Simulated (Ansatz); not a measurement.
Relaxed bulk MoP:

```cif
data_structure
_symmetry_space_group_name_H-M 'P-6m2'
_symmetry_Int_Tables_number 187
_cell_length_a 3.2062
_cell_length_b 3.2062
_cell_length_c 3.1741
_cell_angle_alpha 90.000
_cell_angle_beta 90.000
_cell_angle_gamma 120.000
_cell_volume 28.26
loop_
_atom_site_label
_atom_site_type_symbol
_atom_site_symmetry_multiplicity
_atom_site_Wyckoff_symbol
_atom_site_fract_x
_atom_site_fract_y
_atom_site_fract_z
_atom_site_occupancy
Mo1 Mo 1 a 0.00000 0.00000 0.00000 1
P1 P 1 d 0.33333 0.66667 0.50000 1
```

Miller indices refer to the conventional cell of P-6m2 (No. 187), a = 3.206 Å, b = 3.206 Å, c = 3.174 Å, α = 90.00°, β = 90.00°, γ = 120.00°.

The (001) slab of 8 planes, 11.1 Å thick with 15 Å of vacuum as cut; outer planes Mo (top) and P (bottom).

These are results of DFT PBEsol, scalar-relativistic, plane waves, PAW (Ansatz), not measurements. Cutoff 420 eV; k points 12×12×1 on the computed 8-atom cell (Γ-centred); Gaussian smearing, width 0.10 eV; no spin polarisation. The cell repeats along c with a dipole correction in the vacuum.

Results for the relaxed slab:

```yaml
Surface_energy_mean_of_both_faces: 3.12 J/m²
Work_function: 4.21 eV (top), 5.67 eV (bottom)
Dipole_of_the_slab_along_+c_per_cell: 0.07 e·Å
```

Relaxation lowers the energy by 0.202 J/m² a face; the largest move is 0.104 Å.

```tsv
plane (bottom to top)	atoms	spacing to next, bulk (Å)	relaxed (Å)	change (%)
1	P	1.587	1.594	+0.4
2	Mo	1.587	1.616	+1.8
3	P	1.587	1.579	-0.5
4	Mo	1.587	1.604	+1.1
5	P	1.587	1.573	-0.9
6	Mo	1.587	1.661	+4.7
7	P	1.587	1.400	-11.8
8	Mo
```